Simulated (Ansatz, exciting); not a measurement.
## LiH: programs and potentials compared

```
Li H
1.0
     0.00000    2.03675    2.03675
     2.03675    0.00000    2.03675
     2.03675    2.03675    0.00000
Li H
1 1
Cartesian
  0.0000 0.0000 0.0000
  2.0368 2.0368 2.0368
```

Alike in all runs: task band structure; functional BLYP; k mesh 11 × 11 × 11; occupations gaussian, width 0.01 eV; no spin polarisation; no spin-orbit coupling. Pressure is positive in compression and, in plane waves, holds the error of the finite cutoff, which Ansatz's Pulay term estimates and takes out. Gaps are the smaller of the mesh's and the band path's.

```tsv
program and potentials	plane-wave cutoff (eV)	notes	band gap (eV)	pressure (GPa)
Ansatz, Ansatz PAW	420	potentials made for PBE, which Ansatz adapts in part; Pulay term of +0.14 GPa included	3.46	-1.16
exciting, all-electron LAPW+lo, shipped species files, valence relativity zora	-	-	3.46	-
Ansatz, all-electron LAPW, scalar-relativistic	-	-	?	?
```

**Question.** Estimate from the other rows what the run with Ansatz, all-electron LAPW, scalar-relativistic gave.

**Answer.** Band gap 3.45 eV; pressure -1.13 GPa. The other rows, which needn't bracket it: band gap 3.46; pressure -1.16.
